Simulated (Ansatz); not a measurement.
**HgTe (Coloradoite): band structure with PBE**

HgTe (Coloradoite):

```
Hg Te
1.0
     0.00000    3.21450    3.21450
     3.21450    0.00000    3.21450
     3.21450    3.21450    0.00000
Hg Te
1 1
Direct
  0.00000 0.00000 0.00000
  0.75000 0.75000 0.75000
```

```yaml
Program: Ansatz 0.2.0
Task: band structure
Functional: PBE
Potentials_or_basis: all-electron LAPW, scalar-relativistic
Cutoff: 262 eV (chosen from the basis error)
Basis_error_allowed: 0.001 eV/atom
k_mesh: 7 × 7 × 7
Occupations: fermi-dirac, width 0.05 eV
Spin: no spin polarisation
```

```json
{
  "Pressure": "4.6 GPa",
  "Band gap along the path": "none (metal or under the smearing width)"
}
```

Levels at the corners of the path, in eV from the Fermi level:
```tsv
point	band 30	band 31	band 32	band 33	band 34	band 35	band 36	band 37	band 38	band 39
Γ	-6.94	-6.94	-0.72	-0.04	-0.04	-0.04	4.18	4.18	4.18	6.42
X	-6.87	-6.46	-5.56	-2.38	-2.38	1.86	2.41	8.22	8.91	8.91
W	-6.98	-6.29	-5.65	-2.79	-2.66	3.12	4.58	5.26	6.12	9.55
K	-6.91	-6.38	-5.59	-3.04	-1.98	2.21	3.98	7.01	7.18	7.70
Γ	-6.94	-6.94	-0.72	-0.04	-0.04	-0.04	4.18	4.18	4.18	6.42
L	-6.92	-6.62	-5.63	-1.06	-1.06	0.67	5.00	5.00	6.79	7.88
U	-6.91	-6.38	-5.59	-3.04	-1.98	2.21	3.98	7.01	7.18	7.70
W	-6.98	-6.29	-5.65	-2.79	-2.66	3.12	4.58	5.26	6.12	9.55
```

Wall time 31 s on 1 thread of Arm Neoverse V2, on a shared host, peak memory 0.31 GiB.

Caveat: spin-orbit coupling is left out, which moves the levels of the heavy elements.
